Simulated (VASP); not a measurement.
The system is TaN.

```xyz
4
Lattice="2.9218 0.0000 0.0000 -1.4609 2.5303 0.0000 0.0000 0.0000 5.9165" Properties=species:S:1:pos:R:3 pbc="T T T"
Ta    0.0000    0.0000    2.9583
Ta    0.0000    0.0000    0.0000
N     0.0000    1.6869    1.4791
N     1.4609    0.8434    4.4374
```

The cell comes from a database or a generator and needn't be the stable form of this composition.

| Item | Value |
| --- | --- |
| Program | VASP 6.6.1 |
| Task | relaxation of cell and atoms |
| Functional | revPBE |
| Dispersion | D3 |
| Potentials or basis | VASP PAW PBE potentials, release 64 (Ta_pv, N) |
| Cutoff | 600 eV |
| k mesh | 10 × 10 × 5 |
| Occupations | fermi-dirac, width 0.05 eV |
| Spin | no spin polarisation |

At the start: pressure -6.4 GPa; volume 10.94 Å³/atom.

**Question.** How do energy, volume and symmetry change on relaxing?

**Answer.** Over 6 steps the energy falls by 5.7 meV/atom and the volume is 10.71 Å³/atom (-2.0 %); space group P6_3/mmc (No. 194, to 0.05 Å).

Step by step:
| step | energy change (eV) | largest force (eV/Å) | pressure (GPa) | volume (Å³) |
| --- | --- | --- | --- | --- |
| 1 | 0.0000 | 0.0000 | -6.36 | 43.74 |
| 2 | 0.0663 | 0.0000 | 16.00 | 41.05 |
| 3 | -0.0217 | 0.0000 | 0.37 | 42.83 |
| 4 | -0.0217 | 0.0000 | 0.54 | 42.81 |
| 5 | -0.0219 | 0.0000 | -0.35 | 42.90 |
| 6 | -0.0228 | 0.0000 | 0.07 | 42.85 |

Final structure:
```xyz
4
Lattice="2.8920 0.0000 0.0000 -1.4460 2.5046 0.0000 0.0000 0.0000 5.9165" Properties=species:S:1:pos:R:3 pbc="T T T"
Ta    0.0000    0.0000    2.9582
Ta    0.0000    0.0000    0.0000
N     0.0000    1.6697    1.4791
N     1.4460    0.8349    4.4373
```

Caveat: the PAW data sets were made with another functional, which shifts forces and pressure a little; pairwise dispersion overbinds metals, which lowers pressure and volume.
